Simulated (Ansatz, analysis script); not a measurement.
MnO2 monolayer: non-collinear orders. The cell holds 9 atoms: 3 Mn and 6 O. Cell: a = 8.571 Å, b = 4.948 Å, c = 16.897 Å, α = 90.0°, β = 90.0°, γ = 30.0°. It derives from MnO2. One layer cut from the bulk crystal, 15 Å of vacuum.; then relaxed. Vacuum lies along c. The calculation used PBE with U = 2 eV on Mn d, PAW set soft_2; spinors, patterns of moment directions started one by one (and 3 further levels or steps) in Ansatz 0.2.0 and analysis script 1, with cutoff 420 eV, 6×6×1 k-mesh, Fermi-Dirac occupations, smearing width 0.05 eV, directions locked on, patterns started 6 in one of its runs. The lowest state found is ferromagnetic and the mean cosine between nearest magnetic neighbours there is 1.0. The net moment of the lowest state is 9 μB a cell. The mean moment in the lowest state is 2.63 μB. The lowest state found is ferromagnetic, reached from the start «ferro», 13.6 meV a magnetic atom under the next one (non-coplanar with net moment). 2 of the 5 converged starts end within 0.1 meV of the lowest. Without spin–orbit coupling only the angles between moments count. Only the listed patterns were tried; a locked pattern need not be stationary.

[Hosts, paths, dates, database ids (printed as entryN), source tags and the programs' standing remarks are cut or masked in the printed files.]
